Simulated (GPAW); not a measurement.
Here is a GPAW 26.7.0 calculation.

File run.py:

```python
from ase.calculators.mixing import SumCalculator
from ase.filters import FrechetCellFilter
from ase.io import read, write
from ase.optimize import FIRE
from dftd3.ase import DFTD3
from gpaw import GPAW, PW

atoms = read('Te2Mo.xyz')

calc = GPAW(mode=PW(600),
            xc='revPBE',
            kpts={'size': (5, 5, 2), 'gamma': True},
            occupations={'name': 'fermi-dirac', 'width': 0.05},
            nbands=46,
            convergence={'density': 1e-05, 'energy': 1e-05},
            maxiter=150,
            txt='gpaw.txt')
atoms.calc = SumCalculator([calc, DFTD3(method='revpbe', damping='d3bj')])
opt = FIRE(FrechetCellFilter(atoms), trajectory='relax.traj', logfile='-')
done = opt.run(fmax=0.02, steps=100)
calc.write('gs.gpw')
write('result.traj', atoms)
print('Converged:', done)
print('Cell:', atoms.cell.cellpar().round(4))
print('Volume:', round(atoms.get_volume(), 4))
print(atoms.get_scaled_positions().round(5))
```

Te2Mo.xyz

```xyz
6
Lattice="3.5182000000 0.0000000000 0.0000000000 -1.7591000000 3.0468505756 0.0000000000 0.0000000000 0.0000000000 13.9736000000" Properties=species:S:1:pos:R:3 pbc="T T T"
Te     1.7591000002      1.0156168584      5.2959944000
Te    -0.0000000002      2.0312337172     12.2827944000
Te     1.7591000002      1.0156168584      1.6908056000
Te    -0.0000000002      2.0312337172      8.6776056000
Mo     1.7591000002      1.0156168584     10.4802000000
Mo    -0.0000000002      2.0312337172      3.4934000000
```

Potentials or basis: the program's PAW data sets (release 1.2.1) made for this functional, pw.

Run with:

```sh
$ OMP_NUM_THREADS=1 python run.py
```

Task: Estimate the relaxed volume.

Result: 23.00 Å³/atom.

Task: What does it give for the space group after relaxing (to 0.05 Å)?

Result: P6_3/mmc (No. 194).

Final structure:
```
Te Mo
1.0
     3.45679    0.00000    0.00000
    -1.72839    2.99366    0.00000
     0.00000    0.00000   13.33732
Te Mo
4 2
Direct
  0.66667 0.33333 0.38651
  0.33333 0.66667 0.88651
  0.66667 0.33333 0.11349
  0.33333 0.66667 0.61349
  0.66667 0.33333 0.75000
  0.33333 0.66667 0.25000
```

Caveat: the k mesh is coarse; later steps reuse the first step's grids.
